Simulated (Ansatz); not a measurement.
System: rutile GeO2. Method: PBE (Ansatz, a program for electronic structure, PAW).

Run with plane-wave cutoff 500 eV, 10×4×1 k mesh (along the axes of the cell as run), gaussian smearing 0.02 eV, scalar-relativistic PAW data made under PBE.

Give the computed surface energy of the (110) face and ionisation potential of the slab.


* **surface energy of the (110) face**: 0.77 J/m²
* **ionisation potential of the slab**: 7.87 eV

The slab of 24 atoms is relaxed and unreconstructed.

The computed numbers hold no vibrational or temperature effects.

The result took very roughly 12 core-minutes.
